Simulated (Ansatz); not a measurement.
TiPbS3, a known structure type with other elements, at an estimated volume

```yaml
crystal:
  lattice:
    - [4.54199, 0.00000, 0.00000]
    - [0.00000, 4.54199, 0.00000]
    - [0.00000, 0.00000, 4.83394]
  atoms:
    - { symbol: Pb, position: [0.00000, 0.00000, 0.00000] }
    - { symbol: Ti, position: [0.50000, 0.50000, 0.53900] }
    - { symbol: S, position: [0.50000, 0.50000, 0.11400] }
    - { symbol: S, position: [0.50000, 0.00000, 0.61700] }
    - { symbol: S, position: [0.00000, 0.50000, 0.61700] }
```

Single point in Ansatz 0.2.0 with r2SCAN, no spin polarisation. Cutoff 500 eV, PAW datasets, 8×8×7 Γ-centred k mesh, fermi-dirac filling (width 0.1 eV).

Forces: The largest is on S3: 2.68 eV/Å, components (0.00, 0.00, -2.68). It makes 180° with the line to a nearest neighbour, Ti2 at 2.05 Å, pointing away from it.
Charges: Bader charges in e: Ti +1.79, Pb +1.20, S -1.03 to -0.93. In the mean Ti gives up most and S takes most.
At the Fermi level: It is a metal on this mesh, though the bands barely overlap, with about 0.17 states/eV a cell as the mean within 0.25 eV of the Fermi level, mostly S p (66 %) and Ti d (31 %).
Formation energy: -0.90 eV an atom against the elements' usual phases (free molecules for gases, crystals otherwise, with no correction for O₂ or N₂), so it is bound against them; other compounds may still compete. Relaxing would lower it.
Stress: The pressure is 13.2 GPa (compression positive), so with the atoms held at these fractions the cell would first expand; the forces are large, so a full relaxation may end otherwise. The principal stresses 12.6, 12.6, 14.4 GPa differ, so its shape would change too.

Origin: a known structure type with other elements, at an estimated volume, so it need not be a known compound. Caveats: atoms or cell far from equilibrium.
